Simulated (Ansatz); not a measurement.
Generalised stacking fault of SrF₂ (fluorite) on the {100} plane. The cell below holds the perfect crystal with the plane normal along z; tilting its third vector by the shift puts one fault into each cell, between planes 1.46 Å apart, at fixed cell height.

```
SrF2
1.0
    4.14172     0.00000     0.00000
    0.00000     4.14172     0.00000
    2.07086     2.07086     8.78591
Sr F
3 6
Cartesian
  1.89829   1.89829   8.05375
  1.89829   1.89829   2.19648
  3.96915   3.96915   5.12512
  3.96915   1.89829   0.73216
  1.89829   3.96915   3.66080
  3.96915   1.89829   6.58943
  1.89829   3.96915   0.73216
  3.96915   1.89829   3.66080
  1.89829   3.96915   6.58943
```

In-plane vectors a = (4.142, 0.000) Å, b = (0.000, 4.142) Å, area 17.15 Å². The shift is s times the vector a + b (length 5.857 Å), so s = 1 restores the start. The shift is rigid: no atom relaxes. γ = [E(shift) − E(0)] / area.

These are PBE (plane waves to 420 eV, PAW, scalar-relativistic; Ansatz, an electronic-structure program) values and carry that method's errors. k mesh 7×7×7 (Γ-centred), Fermi-Dirac smearing 0.05 eV. E is the zero-smearing estimate. Faults lie only 8.8 Å apart, and holding the cell height and the atoms raises γ above its relaxed value. SrF2 was relaxed with its symmetry unable to fall. γ is measured from zero shift.

```json
[
 {"s": "0.000", "γ (mJ/m²)": "0"},
 {"s": "0.083", "γ (mJ/m²)": "244"},
 {"s": "0.167", "γ (mJ/m²)": "887"},
 {"s": "0.250", "γ (mJ/m²)": "withheld"},
 {"s": "0.333", "γ (mJ/m²)": "1340"},
 {"s": "0.417", "γ (mJ/m²)": "1041"},
 {"s": "0.500", "γ (mJ/m²)": "926"},
 {"s": "0.583", "γ (mJ/m²)": "1041"},
 {"s": "0.667", "γ (mJ/m²)": "1340"},
 {"s": "0.750", "γ (mJ/m²)": "withheld"},
 {"s": "0.833", "γ (mJ/m²)": "887"},
 {"s": "0.917", "γ (mJ/m²)": "244"}
]
```

**Question.** Fit a Fourier form (three harmonics of 1 − cos and sin) to the given rows and predict γ at s = 0.250.

**Answer.** Least squares on the 10 given rows: γ = (453.1)·[1 − cos(2πs)] + (437.0)·[1 − cos(4πs)], in mJ/m²; root-mean-square residual 20.0 mJ/m². At 0.250 the fit gives 1327 mJ/m²; the calculation gives 1409 mJ/m², so the interpolation is off by -82 (-5.8 %). 

(The slope of γ gives the shear force per area between the displaced halves; near zero shift its curvature is an elastic stiffness.)
